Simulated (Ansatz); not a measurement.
**Band structure of AgCl**

```
CELL_PARAMETERS angstrom
0.00000 2.77315 2.77315
2.77315 0.00000 2.77315
2.77315 2.77315 0.00000
ATOMIC_POSITIONS crystal
Ag 0.50000 0.50000 0.50000
Cl 0.00000 0.00000 0.00000
```

Atom numbers follow the list: Ag1, Cl2.

Conventional cell: a = 5.546 Å, b = 5.546 Å, c = 5.546 Å, α = 90.00°, β = 90.00°, γ = 90.00°. Ag (atom 1) has 6 Cl at 2.77 Å as nearest neighbours. Cl (atom 2) is surrounded by 6 Ag at 2.77 Å.

The cell is COD entry 9011666, as deposited and not checked against the literature; nothing was relaxed.

Method: DFT, PBE, all-electron LAPW, scalar-relativistic (Ansatz 0.2.0).

Settings: a Γ-centred 9×9×9 k mesh, Fermi–Dirac smearing of 0.01 eV, basis error target 0.5 meV/atom, no spin polarisation.

Points in fractions of the reciprocal vectors of this cell: Γ (0, 0, 0), X (0.5, 0, 0.5), U (0.625, 0.25, 0.625), K (0.375, 0.375, 0.75), L (0.5, 0.5, 0.5), W (0.5, 0.25, 0.75). The path joins them by straight lines in the order Γ–X–U–K–Γ–L–W–X; legs that retrace an earlier one aren't tabulated. Energies are in eV from the top of the valence band.

**Question.** Metal or insulator at this level of theory?

**Answer.** An insulator or semiconductor: gap 0.91 eV, indirect from L (0.5, 0.5, 0.5) to Γ.

**Question.** Tabulate bands 15 to 19, counted from the lowest band of the run, along the path.

**Answer.** 
```
k (1/Å)  point  band 15  band 16  band 17  band 18  band 19
   0.00      Γ    -2.32    -2.32    -2.32     0.91    10.70
   0.16           -2.12    -2.12    -1.79     1.27    10.25
   0.32           -1.91    -1.91    -1.49     2.16     9.40
   0.49           -1.79    -1.79    -1.35     3.12     7.84
   0.65           -1.77    -1.77    -1.35     3.49     7.25
   0.81           -1.83    -1.83    -1.49     3.05     7.72
   0.97           -1.92    -1.92    -1.73     2.56     8.02
   1.13      X    -1.96    -1.96    -1.87     2.38     7.97
   1.19           -1.96    -1.95    -1.86     2.41     7.95
   1.25           -1.96    -1.95    -1.83     2.50     7.92
   1.30           -1.93    -1.87    -1.79     2.65     7.86
   1.36           -1.92    -1.75    -1.67     2.84     7.77
   1.42           -1.89    -1.71    -1.47     3.07     7.63
   1.48           -1.87    -1.68    -1.25     3.33     7.46
   1.53      U    -1.84    -1.65    -1.05     3.61     7.24
   1.63           -1.84    -1.64    -0.97     3.82     7.11
   1.73           -1.86    -1.61    -0.94     4.12     6.97
   1.83           -1.87    -1.59    -0.94     4.35     6.84
   1.93           -1.87    -1.59    -0.94     4.35     6.84
   2.03           -1.86    -1.61    -0.94     4.12     6.97
   2.13           -1.84    -1.64    -0.97     3.82     7.11
   2.23      K    -1.84    -1.65    -1.05     3.61     7.24
   2.40           -1.76    -1.62    -0.48     4.52     6.40
   2.57           -1.70    -1.62    -0.12     5.20     5.73
   2.74           -1.69    -1.67    -0.11     4.30     6.70
   2.91           -1.77    -1.76    -0.45     3.24     7.96
   3.09           -1.90    -1.89    -1.03     2.19     9.06
   3.26           -2.11    -2.05    -1.69     1.30    10.01
   3.43      Γ    -2.32    -2.32    -2.32     0.91    10.70
   3.57           -2.22    -1.90    -1.90     1.17    10.13
   3.71           -2.13    -1.45    -1.45     1.80     9.16
   3.85           -2.05    -1.01    -1.01     2.56     8.21
   3.99           -1.96    -0.61    -0.61     3.29     7.41
   4.13           -1.86    -0.29    -0.29     3.86     6.86
   4.27           -1.79    -0.07    -0.07     4.16     6.60
   4.41      L    -1.76     0.00     0.00     4.24     6.54
   4.52           -1.77    -0.12    -0.04     4.39     6.26
   4.64           -1.79    -0.41    -0.16     4.80     5.72
   4.75           -1.81    -0.79    -0.36     5.20     5.36
   4.87           -1.84    -1.18    -0.61     4.76     5.99
   4.98           -1.87    -1.51    -0.88     4.44     6.65
   5.10           -1.91    -1.78    -1.09     4.26     7.30
   5.21      W    -1.96    -1.96    -1.18     4.19     7.87
   5.29           -1.96    -1.95    -1.20     4.05     7.80
   5.37           -1.96    -1.93    -1.27     3.70     7.77
   5.45           -1.96    -1.93    -1.39     3.29     7.79
   5.53           -1.96    -1.94    -1.56     2.92     7.84
   5.62           -1.96    -1.95    -1.73     2.62     7.90
   5.70           -1.96    -1.95    -1.85     2.44     7.95
   5.78      X    -1.96    -1.96    -1.87     2.38     7.97
```

Kohn–Sham gaps of semilocal functionals usually fall short of measured ones.
